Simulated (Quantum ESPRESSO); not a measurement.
Runs of Quantum ESPRESSO 7.5 on WS2 (Tungstenite). The structure is hexagonal, space group P6_3/mmc (No. 194). The conventional cell has a = 3.180 Å, b = 3.180 Å, c = 12.500 Å, α = 90.00°, β = 90.00°, γ = 120.00°. Around W (site symmetry -6m2) lie 6 S at 2.41 Å. S (site symmetry 3m) has 3 W at 2.41 Å as nearest neighbours. 

| task | level | potentials or basis | spin | cell | cutoff (eV) | most ionic steps | forc conv thr | etot conv thr | ion dynamics | cell dynamics | gap on the mesh (eV) | pressure (GPa) | largest force (eV/Å) |
| --- | --- | --- | --- | --- | --- | --- | --- | --- | --- | --- | --- | --- | --- |
| relaxation of cell and atoms | PBE+D3(BJ) | PseudoDojo 0.4.1 SR PBE standard | off | relaxed to 0.3 kbar | 1007 | 40 | 0.0004 Ry/bohr | 1e-05 Ry | bfgs | bfgs | (b) | 0.0 | - |
| band structure | PBE | PseudoDojo 0.4 FR PBE standard | SOC, no magnetisation | as given | 1007 | - | - | - | - | - | 1.07 | 2.4 | 0.15 |
| band structure | PBE | GBRV 1.5 PBE | off | as given | 612 | - | - | - | - | - | 1.12 | 1.9 | 0.16 |
| band structure | LDA | GBRV 1.5 LDA | off | as given | 612 | - | - | - | - | - | 1.04 | (a) | 0.31 |

Alike in all rows: k mesh 10 × 10 × 3; smearing fermi-dirac 0.05 eV.

Problem. Estimate the missing entries.

Solution. (a) -5.9; (b) 1.01.

Caveats: spin-orbit coupling is left out, which moves the levels of the heavy elements (some runs); this functional lacks dispersion, which binds the layers, so the pressure and a relaxed spacing across them are unreliable (some runs); an odd mesh through Γ misses points on the zone boundary, where band edges often lie (some runs).

A k mesh can miss the band edges, and rows without SOC leave out spin-orbit coupling on W.
